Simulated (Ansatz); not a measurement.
Crystal: Cu3Au (Auricupride).

```
Au Cu
1.0
     3.74000    0.00000    0.00000
     0.00000    3.74000    0.00000
     0.00000    0.00000    3.74000
Au Cu
1 3
Direct
  0.00000 0.00000 0.00000
  0.50000 0.50000 0.00000
  0.50000 0.00000 0.50000
  0.00000 0.50000 0.50000
```

Base run:

```yaml
Program: Ansatz 0.2.0
Functional: LDA
Potentials_or_basis: Ansatz PAW
Cutoff: "420 eV (not typed: the program's choice for these potentials)"
k_mesh: 5 × 5 × 5
Occupations: fermi-dirac, width 0.05 eV
Spin: spin-orbit coupling, no magnetisation
```

Its results: band gap on the k mesh none (metal or under the smearing width); pressure -9.5 GPa.

Problem. After a change of settings the same cell gave: band gap on the k mesh none (metal or under the smearing width); pressure -3.9 GPa. Which change was it?
A. k mesh from 5 × 5 × 5 to 7 × 7 × 7; spin from spin-orbit coupling, no magnetisation to no spin polarisation; potential files from those of the base run to others of the same set
B. functional from LDA to PBE
C. functional from LDA to PBEsol

Solution. C.

PBEsol binds less tightly than LDA, so the same cell stands under more pressure.

Caveats: the PAW data sets come from PBE, with cores solved anew for the run's functional, which leaves a small shift of forces and pressure.
